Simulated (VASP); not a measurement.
# ZnGa2O4: relaxation of cell and atoms with r2SCAN

ZnGa2O4:

```
Zn Ga O
1.0
     0.00000    4.17119    4.17119
     4.17119    0.00000    4.17119
     4.17119    4.17119    0.00000
Zn Ga O
2 4 8
Direct
  0.50000 0.50000 0.50000
  0.75000 0.75000 0.75000
  0.12500 0.12500 0.62500
  0.12500 0.62500 0.12500
  0.62500 0.12500 0.12500
  0.12500 0.12500 0.12500
  0.88651 0.34048 0.88651
  0.36349 0.36349 0.90952
  0.36349 0.36349 0.36349
  0.90952 0.36349 0.36349
  0.88651 0.88651 0.88651
  0.34048 0.88651 0.88651
  0.36349 0.90952 0.36349
  0.88651 0.88651 0.34048
```

The cell is a database's computed one.

```
Program                : VASP 6.6.1
Task                   : relaxation of cell and atoms
Functional             : r2SCAN
Potentials or basis    : VASP PAW PBE potentials, release 64 (Zn, Ga_d, O)
Cutoff                 : 600 eV
k mesh                 : 6 × 6 × 6
Occupations            : gaussian, width 0.03 eV
Spin                   : no spin polarisation
Further INCAR settings : ALGO = Normal; EDIFF = 1e-06; IBRION = 2; EDIFFG = -0.01; NSW = 90; ISIF = 3
```

* Energy gained by relaxing: 0.0 meV/atom
* Ionic steps: 9
* Pressure after relaxing: 0.1 GPa
* Largest force after relaxing: 0.008 eV/Å
* Band gap on the k mesh: 3.21 eV, indirect (least direct gap 3.38 eV)

Forces on the atoms (eV/Å):
```
Zn   0.000  0.000  0.000
Zn   0.000  0.000  0.000
Ga   0.000  0.000  0.000
Ga   0.000  0.000  0.000
Ga   0.000  0.000  0.000
Ga   0.000  0.000  0.000
O   -0.004  0.004 -0.004
O    0.004  0.004 -0.004
O   -0.004 -0.004 -0.004
O   -0.004  0.004  0.004
O    0.004  0.004  0.004
O    0.004 -0.004 -0.004
O    0.004 -0.004  0.004
O   -0.004 -0.004  0.004
```

Final structure:
```cif
data_structure
_symmetry_space_group_name_H-M 'P 1'
_symmetry_Int_Tables_number 1
_cell_length_a 5.8988
_cell_length_b 5.8988
_cell_length_c 5.8988
_cell_angle_alpha 60.000
_cell_angle_beta 60.000
_cell_angle_gamma 60.000
_cell_volume 145.14
loop_
_atom_site_label
_atom_site_type_symbol
_atom_site_fract_x
_atom_site_fract_y
_atom_site_fract_z
_atom_site_occupancy
Zn1 Zn 0.50000 0.50000 0.50000 1
Zn2 Zn 0.75000 0.75000 0.75000 1
Ga1 Ga 0.12500 0.12500 0.62500 1
Ga2 Ga 0.12500 0.62500 0.12500 1
Ga3 Ga 0.62500 0.12500 0.12500 1
Ga4 Ga 0.12500 0.12500 0.12500 1
O1 O 0.88651 0.34048 0.88651 1
O2 O 0.36349 0.36349 0.90952 1
O3 O 0.36349 0.36349 0.36349 1
O4 O 0.90952 0.36349 0.36349 1
O5 O 0.88651 0.88651 0.88651 1
O6 O 0.34048 0.88651 0.88651 1
O7 O 0.36349 0.90952 0.36349 1
O8 O 0.88651 0.88651 0.34048 1
```

Levels at points of the mesh, in eV from the valence-band top:
```csv
k point,band 58,band 59,band 60,band 61,band 62,band 63,band 64,band 65,band 66,band 67
"(0.00, 0.00, 0.00)",-0.22,-0.22,-0.17,-0.17,-0.17,3.21,6.78,6.78,6.78,7.34
"(0.50, 0.00, 0.00)",-0.65,-0.26,-0.26,-0.05,-0.05,6.05,6.25,7.95,8.40,8.40
"(0.50, 0.50, 0.00)",-0.74,-0.26,-0.26,-0.23,-0.23,6.80,6.80,8.58,8.58,8.76
```

Wall time 15 min on 4 MPI ranks on Intel(R) Xeon(R) 6975P-C (Granite Rapids) (shared host), peak memory 0.46 GiB a rank.

Caveat: the PAW data sets were made with another functional, which shifts forces and pressure a little. r2SCAN opens gaps a little over a GGA but as a rule still falls short of measured ones.
